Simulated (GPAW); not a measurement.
Set up this calculation in GPAW 26.7.0, as an ASE script.

```yaml
Task: band structure
Functional: PBEsol
Potentials_or_basis: PAW data sets generated in the run's folder for this functional
Cutoff: 800 eV
Basis: pw
k_mesh: 10 × 10 × 10
Occupations: fermi-dirac, width 0.05 eV
Spin: no spin polarisation
Maxiter: 150
Band_path: GXWKGLUWLK,UX
Band_points: 80
```

HfC:

```xyz
2
Lattice="0.0000 2.3250 2.3250 2.3250 0.0000 2.3250 2.3250 2.3250 0.0000" Properties=species:S:1:pos:R:3 pbc="T T T"
Hf    2.3250    2.3250    2.3250
C     0.0000    0.0000    0.0000
```

One way to write it, as run:

run.py

```python
from ase import Atoms
from ase.dft.bandgap import bandgap
from ase.io import write
from ase.units import GPa
from gpaw import GPAW, PW, setup_paths

setup_paths.insert(0, '.')

atoms = Atoms(['Hf', 'C'],
              cell=[[0.0, 2.325, 2.325],
                    [2.325, 0.0, 2.325],
                    [2.325, 2.325, 0.0]],
              scaled_positions=[[0.5, 0.5, 0.5],
                                [0.0, 0.0, 0.0]],
              pbc=True)

calc = GPAW(mode=PW(800),
            xc='PBEsol',
            kpts={'size': (10, 10, 10), 'gamma': True},
            occupations={'name': 'fermi-dirac', 'width': 0.05},
            nbands=18,
            convergence={'density': 1e-05, 'energy': 1e-05},
            maxiter=150,
            txt='gpaw.txt')
atoms.calc = calc
energy = atoms.get_potential_energy()
forces = atoms.get_forces()
stress = atoms.get_stress()
calc.write('gs.gpw')
write('result.traj', atoms)
print(f'Energy: {energy:.6f} eV')
print('Forces (eV/A):')
print(forces.round(4))
print('Stress (GPa):', (stress / GPa).round(3))
print('Fermi level:', round(calc.get_fermi_level(), 4), 'eV')
print(f'Gap: {bandgap(calc)[0]:.4f} eV, direct: {bandgap(calc, direct=True)[0]:.4f} eV')

path = atoms.cell.bandpath('GXWKGLUWLK,UX', npoints=80, eps=1e-4)
bs_calc = calc.fixed_density(kpts=path, symmetry='off', nbands=27,
                             convergence={'bands': 'CBM+6.0', 'eigenstates': 1e-6}, txt='bands.txt')
bs = bs_calc.band_structure()
bs.write('bs.json')
print(f'Gap on the path: {bandgap(bs_calc)[0]:.4f} eV')
```

Potentials or basis: PAW data sets generated in the run's folder for this functional, pw.

Command:

```sh
$ gpaw-setup -f PBEsol C Hf
$ OMP_NUM_THREADS=1 python run.py
```

It gave:

* Pressure: -5.3 GPa
* Band gap along the path: none (metal or under the smearing width)

Caveat: spin-orbit coupling is left out, which moves the levels of the heavy elements.

Run time: 56 s on 1 thread of Arm Neoverse V1 (shared host), peak memory 0.26 GiB.
